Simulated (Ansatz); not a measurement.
# MgB2: pressure against volume

MgB2, P6/mmm, a = 3.065 Å, c = 3.495 Å. The structure is a COD entry; whether it is the stable form wasn't checked. Ansatz: PBEsol, PAW, 420 eV, Γ-centred 18×18×12 mesh on 3 atoms, Gaussian smearing 0.10 eV; no spin polarisation. Shape and atoms are relaxed at each volume; pressure is positive in compression.

| V (Å³/atom) | P (GPa) |
| --- | --- |
| 8.339 | 23.70 |
| 8.624 | 16.46 |
| 8.908 | 10.19 |
| 9.192 | 4.72 |
| 9.476 | -0.02 |
| 9.761 | ? |
| 10.045 | -7.70 |
| 10.424 | -11.77 |

Take V0 = 9.476 Å³/atom, count pressures from its P0 = -0.02 GPa, fit the third-order Birch–Murnaghan form to the other rows, and predict the missing pressure.

With the Eulerian strain f = ½[(V0/V)^(2/3) − 1] and y = (P − P0)/[3f(1 + 2f)^(5/2)], the form is the line y = B0 + 1.5 B0 (B0′ − 4) f. Rows (f, y): 0.04447, 143.7; 0.03241, 144.9; 0.02103, 146.0; 0.01025, 146.5; -0.01906, 148.0; -0.03079, 149.1. Means f = 0.009718, y = 146.37; Σ(Δf)² = 0.004320, ΣΔfΔy = -0.2878; the slope is their ratio. y = 147.0 − 66.61 f GPa, so B0 = 147.0 GPa and B0′ = 4 + 2 × (-66.61)/(3 × 147.0) = 3.70. At V = 9.761, f = -0.00978, y = 147.65 and P = -4.14 GPa. The run gave -4.11 GPa, so the fit is 0.03 GPa too low, within twice the rms miss on the fitted rows (0.03 GPa).